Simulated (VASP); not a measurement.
# TaN: self-consistent run, by functional and exact exchange

TaN, Fm-3m (no. 225), 2 atoms in the cell.

| Functional | Exact exchange | Pressure (GPa) | Gap on the mesh (eV) | Time (s) |
|---|---|---|---|---|
| B3PW91 | 0.2 | -7.08 | 0.000 | 123 |
| hAPBE | 0.2 | -6.92 | 0.000 | 163 |
| B97-1 | 0.21 | -3.20 | 0.000 | 116 |
| mPW1PW | 0.25 | -9.43 | 0.000 | 128 |
| APBE0 | 0.25 | -7.85 | 0.000 | 183 |
| PBEsol0 | 0.25 | -16.63 | 0.000 | 88 |
| mPW1K | 0.428 | -16.20 | 0.000 | 188 |
| PBE50 | 0.5 | -19.68 | 0.000 | 191 |

Limits: the k mesh is coarse, so the gap and the pressure can be far off.

## Input of the first row

INCAR.step1:
```
SYSTEM = TaN
PREC = Accurate
ENCUT = 450
EDIFF = 1E-5
ISMEAR = 0
SIGMA = 0.02
LREAL = .False.
LASPH = .True.
ALGO = Normal
NELM = 100
ISIF = 2
LWAVE = .True.
LCHARG = .False.
GGA = PE
```

INCAR.step2:
```
SYSTEM = TaN
PREC = Accurate
ENCUT = 450
EDIFF = 1E-6
ISMEAR = 0
SIGMA = 0.02
LREAL = .False.
LASPH = .True.
ALGO = Normal
NELM = 100
ISIF = 2
LWAVE = .False.
LCHARG = .False.
ISTART = 1
LHFCALC = .True.
AEXX = 0.2
PRECFOCK = Fast
GGA = LIBXC
LIBXC1 = HYB_GGA_XC_B3PW91
```

KPOINTS:
```
k-points
0
Gamma
  4 4 4
```

POSCAR:
```
TaN
1.0
    0.0000000000      2.2113230000      2.2113230000
    2.2113230000      0.0000000000      2.2113230000
    2.2113230000      2.2113230000      0.0000000000
Ta N
1 1
Direct
    0.5000000000      0.5000000000      0.5000000000
    0.0000000000      0.0000000000      0.0000000000
```

Commands (each step's output is kept before the next begins):
```
cat potpaw_PBE.64/Ta_pv/POTCAR potpaw_PBE.64/N/POTCAR > POTCAR
cp INCAR.step1 INCAR
mpirun -np 1 vasp_std > vasp.out
cp INCAR.step2 INCAR
mpirun -np 1 vasp_std > vasp.out
```

Changes of the last row against the first:
```
(step 2)
- AEXX = 0.2
- LIBXC1 = HYB_GGA_XC_B3PW91
+ AEXX = 0.5
+ LIBXC1 = HYB_GGA_XC_PBE50
```

VASP 6.6.1 took 123 s on 1 core (Intel Xeon 6975P-C (Granite Rapids)), a shared host.
